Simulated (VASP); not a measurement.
# ZnSnP2 (I-42d) in VASP: band structure with PBEsol

Aim: the band structure of ZnSnP2 with PBEsol.

Everything below comes from runs of VASP 6.6.1. Logs are shortened: lines on timing, memory, paths and dates and some standing lists are left out, and cuts for length are marked.

### 1 The crystal as given

The structure is tetragonal, space group I-42d (No. 122). The conventional cell has a = 5.625 Å, b = 5.625 Å, c = 11.278 Å, α = 90.00°, β = 90.00°, γ = 90.00°. Zn (site symmetry -4) is surrounded by 4 P at 2.36 Å. Around Sn (site symmetry -4) lie 4 P at 2.52 Å. P (site symmetry 2) is surrounded by 2 Zn at 2.36 Å and 2 Sn at 2.52 Å.

The cell comes from a database or a generator and needn't be the stable form of this composition.

### 2 Band structure, PBEsol

File INCAR:

```
ALGO = Normal ; EDIFF = 1E-6
ENCUT = 520 ; GGA = PS
ICORELEVEL = 1 ; ISIF = 2
ISMEAR = 0 ; KPAR = 2
LASPH = True ; LCHARG = False
LREAL = False ; LWAVE = False
NBANDS = 46 ; NELM = 80
PREC = Accurate ; SIGMA = 0.03
```

File KPOINTS:

```
k-points
0
Gamma
  8 8 8
```

File POSCAR:

```
ZnSnP2                                  
1.0
   -2.8127219169      2.8127219169      5.6391859866
    2.8127219169     -2.8127219169      5.6391859866
    2.8127219169      2.8127219169     -5.6391859866
  Zn              Sn              P             
     2     2     4
Direct
     0.7500000000000000    0.2500000000000000    0.5000000000000000
     1.0000000000000000    0.0000000000000000    0.0000000000000000
     0.2500000000000000    0.7500000000000000    0.5000000000000000
     0.5000000000000000    0.5000000000000000    1.0000000000000000
     0.3750000000000000    0.3510232148526342    0.4760232148526342
     0.6489767851473659    0.1250000000000000    0.0239767851473658
     0.1010232148526342    0.6250000000000000    0.9760232148526341
     0.8750000000000000    0.8989767851473659    0.5239767851473659
```

File KPOINTS_OPT:

```
explicit points
173
Reciprocal
 0.0000000000  0.0000000000  0.0000000000 1
 0.0000000000  0.0000000000  0.0357142857 1
 0.0000000000  0.0000000000  0.0714285714 1
 0.0000000000  0.0000000000  0.1071428571 1
 0.0000000000  0.0000000000  0.1428571429 1
 0.0000000000  0.0000000000  0.1785714286 1
[... 165 lines left out ...]
-0.1243531853  0.1243531853  0.5000000000 1
 0.5000000000  0.5000000000 -0.1243531853 1
```

Potentials or basis: VASP PAW PBE potentials, release 64 (Zn, Sn_d, P).

On the command line:

```console
$ cat potpaw_PBE.64/Zn/POTCAR potpaw_PBE.64/Sn_d/POTCAR potpaw_PBE.64/P/POTCAR > POTCAR
$ mpirun -np 2 vasp_std > vasp.out
```

OUTCAR:

```text
EDIFF = 1E-6
   ENCUT = 520
   GGA = PS
   ISIF = 2
   ISMEAR = 0
   LASPH = True
   LREAL = False
   NELM = 80
   PREC = Accurate

 ion  position               nearest neighbor table
   1  0.750  0.250  0.500-   5 2.36   6 2.36   7 2.36   8 2.36
   2  0.000  0.000  0.000-   5 2.36   6 2.36   7 2.36   8 2.36
   3  0.250  0.750  0.500-   6 2.52   5 2.52   8 2.52   7 2.52
   4  0.500  0.500  0.000-   8 2.52   7 2.52   6 2.52   5 2.52
   5  0.375  0.351  0.476-   1 2.36   2 2.36   3 2.52   4 2.52
   6  0.649  0.125  0.024-   1 2.36   2 2.36   3 2.52   4 2.52
   7  0.101  0.625  0.976-   1 2.36   2 2.36   4 2.52   3 2.52
   8  0.875  0.899  0.524-   1 2.36   2 2.36   4 2.52   3 2.52

  LATTYP: Found a body centered tetragonal cell.
 ALAT       =     5.6254438338
 C/A-ratio  =     2.0048857133

  Lattice vectors:

 A1 = (  -2.8127219169,   2.8127219169,   5.6391859866)
 A2 = (   2.8127219169,  -2.8127219169,   5.6391859866)
 A3 = (   2.8127219169,   2.8127219169,  -5.6391859866)

Analysis of symmetry for initial positions (statically):
=====================================================================
 Subroutine PRICEL returns:
 Original cell was already a primitive cell.

 Routine SETGRP: Setting up the symmetry group for a
 body centered tetragonal supercell.

 Subroutine GETGRP returns: Found  8 space group operations
 (whereof  4 operations were pure point group operations)
 out of a pool of 16 trial point group operations.

The static configuration has the point symmetry S_4 .
 The point group associated with its full space group is D_2d.

Analysis of symmetry for dynamics (positions and initial velocities):
=====================================================================
 Subroutine PRICEL returns:
 Original cell was already a primitive cell.

 Routine SETGRP: Setting up the symmetry group for a
 body centered tetragonal supercell.

 Subroutine GETGRP returns: Found  8 space group operations
 (whereof  4 operations were pure point group operations)
 out of a pool of 16 trial point group operations.

The dynamic configuration has the point symmetry S_4 .
 The point group associated with its full space group is D_2d.

 Subroutine INISYM returns: Found  8 space group operations
 (whereof  4 operations are pure point group operations),
 and found     1 'primitive' translations

----------------------------------------------------------------------------------------

                                     Primitive cell

  volume of cell :     178.4555

  direct lattice vectors                    reciprocal lattice vectors
    -2.812721917  2.812721917  5.639185987     0.000000000  0.177763752  0.088665279
     2.812721917 -2.812721917  5.639185987     0.177763752  0.000000000  0.088665279
     2.812721917  2.812721917 -5.639185987     0.177763752  0.177763752  0.000000000

  length of vectors
     6.900958466  6.900958466  6.900958466     0.198649146  0.198649146  0.251395908

  position of ions in fractional coordinates (direct lattice)
     0.750000000  0.250000000  0.500000000
     0.000000000  0.000000000  0.000000000
     0.250000000  0.750000000  0.500000000
     0.500000000  0.500000000  0.000000000
     0.375000000  0.351023215  0.476023215
     0.648976785  0.125000000  0.023976785
     0.101023215  0.625000000  0.976023215
     0.875000000  0.898976785  0.523976785

  ion indices of the primitive-cell ions
   primitive index   ion index
                 1           1
                 2           2
                 3           3
                 4           4
                 5           5
                 6           6
                 7           7
                 8           8

----------------------------------------------------------------------------------------

 KPOINTS: k-points

Automatic generation of k-mesh.
 Grid dimensions read from file:
 generate k-points for:    8    8    8

 Generating k-lattice:

  Cartesian coordinates                     Fractional coordinates (reciprocal lattice)
     0.000000000  0.022220469  0.011083160     0.125000000  0.000000000  0.000000000
     0.022220469  0.000000000  0.011083160     0.000000000  0.125000000  0.000000000
     0.022220469  0.022220469  0.000000000     0.000000000  0.000000000  0.125000000

  Length of vectors
     0.024831143  0.024831143  0.031424489

  Shift w.r.t. Gamma in fractional coordinates (k-lattice)
     0.000000000  0.000000000  0.000000000

 Subroutine IBZKPT returns following result:
 ===========================================

 Found     59 irreducible k-points:

 Following reciprocal coordinates:
            Coordinates               Weight
  0.000000  0.000000  0.000000      1.000000
  0.125000  0.000000  0.000000      8.000000
  0.250000  0.000000  0.000000      8.000000
  0.375000  0.000000  0.000000      8.000000
  0.500000  0.000000  0.000000      4.000000
  0.125000  0.125000  0.000000      8.000000
[... 16 lines left out ...]
  0.250000  0.125000  0.125000     16.000000
  0.375000  0.125000  0.125000      8.000000
 [... further k-points ...]
   k-points           NKPTS =     59   k-points in BZ     NKDIM =     59   number of bands    NBANDS=     46
   number of dos      NEDOS =    301   number of ions     NIONS =      8
   total plane-waves  NPLWV = 157464
   dimension x,y,z NGX =    54 NGY =   54 NGZ =   54
   dimension x,y,z NGXF=   108 NGYF=  108 NGZF=  108
   ions per type =               2   2   4
   NGX,Y,Z   is equivalent  to a cutoff of  13.01, 13.01, 13.01 a.u.
   NGXF,Y,Z  is equivalent  to a cutoff of  26.02, 26.02, 26.02 a.u.
 SYSTEM =  unknown system
   PREC   = accura    normal or accurate (medium, high low for compatibility)
   ISTART =      0    job   : 0-new  1-cont  2-samecut
   ICHARG =      2    charge: 1-file 2-atom 10-const
   ISPIN  =      1    spin polarized calculation?
   LNONCOLLINEAR =      F non collinear calculations
   LSORBIT =      F    spin-orbit coupling
   LASPH  =      T    aspherical Exc in radial PAW
   ENCUT  =  520.0 eV  38.22 Ry    6.18 a.u.  12.83 12.83 12.83*2*pi/ulx,y,z
   NELM   =     80;   NELMIN=  2; NELMDL= -5     # of ELM steps
   EDIFF  = 0.1E-05   stopping-criterion for ELM
   LREAL  =      F    real-space projection
   EDIFFG = 0.1E-04   stopping-criterion for IOM
   NSW    =      0    number of steps for IOM
   IBRION =     -1    ionic relax: 0-MD 1-quasi-New 2-CG
   NFREE  =      0    steps in history (QN), initial steepest desc. (CG)
   ISIF   =      2    stress and relaxation
   ISYM   =      2    0-nonsym 1-usesym 2-fastsym
   POTIM  = 0.5000    time-step for ionic-motion
   TEBEG  =    0.0;   TEEND  =   0.0 temperature during run
   PSTRESS=    0.0 pullay stress
   NELECT =      72.0000    total number of electrons
   NUPDOWN=      -1.0000    fix difference up-down
   EMIN   =  10.00;   EMAX   =-10.00  energy-range for DOS
   EFERMI =   0.00;   METHOD = LEGACY
   ISMEAR =     0;   SIGMA  =   0.03  broadening in eV -4-tet -1-fermi 0-gaus
   EFERMI_NEDOS =   21; number of points for ismear=-14 and -15
   IALGO  =     38    algorithm
   IMIX   =      4    mixing-type and parameters
     AMIX     =   0.40;   BMIX     =  1.00
     AMIX_MAG =   1.60;   BMIX_MAG =  1.00
  volume/ion in A,a.u.               =      22.31       150.53
  Fermi-wavevector in a.u.,A,eV,Ry     =   1.209694  2.285991 19.910228  1.463360
  Thomas-Fermi vector in A             =   2.345264
   LORBIT       =      0    0 simple, 1 ext, 2 COOP (PROOUT), +10 PAW based schemes
   GGA     = PS    functional components
   LHFCALC =     F    Hartree Fock is set to
   AEXX    =    0.0000 exact exchange contribution
   IVDW    =     0    specifies the selected vdW correction
   LEPSILON=     F    determine dielectric tensor
   LRPA    =     F    only Hartree local field effects (RPA)
 non-spin polarized calculation
 Gauss-broadening in eV      SIGMA  =   0.03
  energy-cutoff  :      520.00
  volume of cell :      178.46
 maximum number of plane-waves:      4861
 NGX is ok and might be reduce to    54
   NGX = 25   NGY = 25   NGZ = 25

 number of electron      72.0000011 magnetization

 Free energy of the ion-electron system (eV)
  ---------------------------------------------------
  ext. energy  EPLUGINS =         0.00000000
  ---------------------------------------------------
  free energy    TOTEN  =       -36.15454726 eV

  energy without entropy =      -36.15454726  energy(sigma->0) =      -36.15454726

 the core state eigenenergies are
   1-  1s  -9516.7519  2s  -1150.3178  2p   -995.9719  3s   -121.1091  3p    -75.2571

   2-  1s  -9516.7519  2s  -1150.3178  2p   -995.9719  3s   -121.1091  3p    -75.2571

   3-  1s -28998.1653  2s  -4369.6650  2p  -3921.2843  3s   -835.8901  3p   -689.4375
       3d   -464.1521  4s   -124.7854  4p    -80.5608
   4-  1s -28998.1653  2s  -4369.6650  2p  -3921.2843  3s   -835.8901  3p   -689.4375
       3d   -464.1521  4s   -124.7854  4p    -80.5608
   5-  1s  -2073.1439  2s   -163.3231  2p   -113.7955
   6-  1s  -2073.1439  2s   -163.3231  2p   -113.7955
   7-  1s  -2073.1439  2s   -163.3231  2p   -113.7955
   8-  1s  -2073.1439  2s   -163.3231  2p   -113.7955

 E-fermi :   4.8967     XC(G=0):  -9.7895

 val. band max:        4.7355589808   @ k =   0.0000   0.0000   0.0000
 cond. band min:       5.5464693887   @ k =   0.0000   0.0000   0.0000
 fundamental gap:      0.8109104079
 Fermi energy:         4.8966971210

 k-point     1 :       0.0000    0.0000    0.0000
  band No.  band energies     occupation
      1     -16.7843      2.00000
      2     -16.7843      2.00000
      3     -16.7841      2.00000
      4     -16.7636      2.00000
      5     -16.7523      2.00000
      6     -16.7523      2.00000
[... 38 lines left out ...]
     45       9.4860      0.00000
     46       9.5589      0.00000

 k-point     2 :       0.1250    0.0000    0.0000
  band No.  band energies     occupation
      1     -16.7858      2.00000
      2     -16.7836      2.00000
      3     -16.7828      2.00000
      4     -16.7641      2.00000
      5     -16.7535      2.00000
      6     -16.7515      2.00000
[... 1070 lines left out ...]
 k-point    24 :       0.3750    0.1250    0.1250
  band No.  band energies     occupation
      1     -16.7858      2.00000
      2     -16.7825      2.00000
      3     -16.7760      2.00000
      4     -16.7644      2.00000
      5     -16.7636      2.00000
      6     -16.7539      2.00000
[... 38 lines left out ...]
     45       9.9861      0.00000
     46      10.0702      0.00000

 [... further k-points ...]

------------------------ aborting loop because EDIFF is reached ----------------------------------------

  FORCE on cell =-STRESS in cart. coord.  units (eV):
  Direction    XX          YY          ZZ          XY          YZ          ZX
  --------------------------------------------------------------------------------------
  -------------------------------------------------------------------------------------
  Total       -0.0163597     -0.0163597      0.0333627      0.0000000      0.0000000      0.0000000
  in kB       -0.1468782     -0.1468782      0.2995314      0.0000000      0.0000000      0.0000000
  external PRESSURE =       0.0019250 kB  Pullay stress =       0.0000000 kB

 VOLUME and BASIS-vectors are now :
 -----------------------------------------------------------------------------
  energy-cutoff  :      520.00
  volume of cell :      178.46
      direct lattice vectors                 reciprocal lattice vectors
    -2.812721917  2.812721917  5.639185987     0.000000000  0.177763752  0.088665279
     2.812721917 -2.812721917  5.639185987     0.177763752  0.000000000  0.088665279
     2.812721917  2.812721917 -5.639185987     0.177763752  0.177763752  0.000000000

 POSITION                                       TOTAL-FORCE (eV/Angst)
 -----------------------------------------------------------------------------------
     -0.00000      2.81272      2.81959        -0.000000     -0.000000      0.000000
      0.00000      0.00000      0.00000        -0.000000     -0.000000      0.000000
      2.81272     -0.00000      2.81959        -0.000000     -0.000000      0.000000
      0.00000      0.00000      5.63919        -0.000000     -0.000000      0.000000
      1.27148      1.40636      1.40980        -0.000580     -0.000000      0.000000
     -1.40636      1.54124      4.22939        -0.000000      0.000580     -0.000000
      4.21908      1.27148     -1.40980        -0.000000     -0.000580      0.000000
      1.54124      1.40636      7.04898         0.000580     -0.000000     -0.000000
 -----------------------------------------------------------------------------------
    total drift:                                0.000014      0.000014      0.000010

  FREE ENERGIE OF THE ION-ELECTRON SYSTEM (eV)
  ---------------------------------------------------
  free  energy   TOTEN  =       -36.1545472587 eV

  energy  without entropy=      -36.1545472587  energy(sigma->0) =      -36.15454726
```

Run time: 22 min. Hardware: 2 MPI ranks of AMD EPYC 7R13 (Zen 3), shared host; peak memory 0.75 GiB.

What came out:

- Free energy: -36.1545 eV
- Pressure: 0.0 GPa
- Band gap on the k mesh: 0.81 eV, direct
- Band gap along the path: 0.81 eV, direct

Levels at the corners of the path, in eV from the valence-band top:
| point | band 32 | band 33 | band 34 | band 35 | band 36 | band 37 | band 38 | band 39 | band 40 | band 41 |
| --- | --- | --- | --- | --- | --- | --- | --- | --- | --- | --- |
| Γ | -2.60 | -2.60 | -0.01 | 0.00 | 0.00 | 0.81 | 1.25 | 1.49 | 3.28 | 3.28 |
| X | -1.58 | -1.12 | -1.12 | -0.84 | -0.84 | 1.05 | 1.05 | 2.79 | 2.79 | 4.17 |
| X | -1.58 | -1.12 | -1.12 | -0.84 | -0.84 | 1.05 | 1.05 | 2.79 | 2.79 | 4.17 |
| Y | -1.99 | -1.24 | -1.24 | -1.12 | -1.12 | 1.41 | 1.41 | 3.38 | 3.38 | 3.65 |
| Y | -1.99 | -1.24 | -1.24 | -1.12 | -1.12 | 1.41 | 1.41 | 3.38 | 3.38 | 3.65 |
| S | -2.93 | -2.24 | -1.96 | -1.15 | -0.98 | 1.48 | 2.28 | 2.55 | 3.02 | 3.79 |
| S | -2.93 | -2.24 | -1.96 | -1.15 | -0.98 | 1.48 | 2.28 | 2.55 | 3.02 | 3.79 |
| Γ | -2.60 | -2.60 | -0.01 | 0.00 | 0.00 | 0.81 | 1.25 | 1.49 | 3.28 | 3.28 |
| Γ | -2.60 | -2.60 | -0.01 | 0.00 | 0.00 | 0.81 | 1.25 | 1.49 | 3.28 | 3.28 |
| Z | -2.69 | -1.75 | -1.75 | -1.44 | -1.44 | 1.25 | 1.25 | 1.27 | 1.27 | 2.15 |
| Z | -2.69 | -1.75 | -1.75 | -1.44 | -1.44 | 1.25 | 1.25 | 1.27 | 1.27 | 2.15 |
| S1 | -2.93 | -2.24 | -1.96 | -1.15 | -0.98 | 1.48 | 2.28 | 2.55 | 3.02 | 3.79 |
| S1 | -2.93 | -2.24 | -1.96 | -1.15 | -0.98 | 1.48 | 2.28 | 2.55 | 3.02 | 3.79 |
| N | -2.51 | -2.30 | -1.97 | -1.52 | -1.02 | 2.47 | 2.58 | 2.69 | 3.60 | 3.69 |
| N | -2.51 | -2.30 | -1.97 | -1.52 | -1.02 | 2.47 | 2.58 | 2.69 | 3.60 | 3.69 |
| P | -2.26 | -1.12 | -1.12 | -1.10 | -1.10 | 1.62 | 1.62 | 2.67 | 2.67 | 3.88 |
| P | -2.26 | -1.12 | -1.12 | -1.10 | -1.10 | 1.62 | 1.62 | 2.67 | 2.67 | 3.88 |
| Y1 | -1.99 | -1.24 | -1.24 | -1.12 | -1.12 | 1.41 | 1.41 | 3.38 | 3.38 | 3.65 |
| Y1 | -1.99 | -1.24 | -1.24 | -1.12 | -1.12 | 1.41 | 1.41 | 3.38 | 3.38 | 3.65 |
| Z | -2.69 | -1.75 | -1.75 | -1.44 | -1.44 | 1.25 | 1.25 | 1.27 | 1.27 | 2.15 |
| X | -1.58 | -1.12 | -1.12 | -0.84 | -0.84 | 1.05 | 1.05 | 2.79 | 2.79 | 4.17 |
| P | -2.26 | -1.12 | -1.12 | -1.10 | -1.10 | 1.62 | 1.62 | 2.67 | 2.67 | 3.88 |

Core levels (eV, on the scale of the bands):
```csv
atom,levels
1 Zn,"1s -9516.8, 2s -1150.3, 2p -996.0, 3s -121.1, 3p -75.3"
2 Zn,"1s -9516.8, 2s -1150.3, 2p -996.0, 3s -121.1, 3p -75.3"
3 Sn,"1s -28998.2, 2s -4369.7, 2p -3921.3, 3s -835.9, 3p -689.4, 3d -464.2, 4s -124.8, 4p -80.6"
4 Sn,"1s -28998.2, 2s -4369.7, 2p -3921.3, 3s -835.9, 3p -689.4, 3d -464.2, 4s -124.8, 4p -80.6"
5 P,"1s -2073.1, 2s -163.3, 2p -113.8"
6 P,"1s -2073.1, 2s -163.3, 2p -113.8"
```

Caveat: the PAW data sets were made with another functional, which shifts forces and pressure a little; spin-orbit coupling is left out, which moves the levels of the heavy elements.
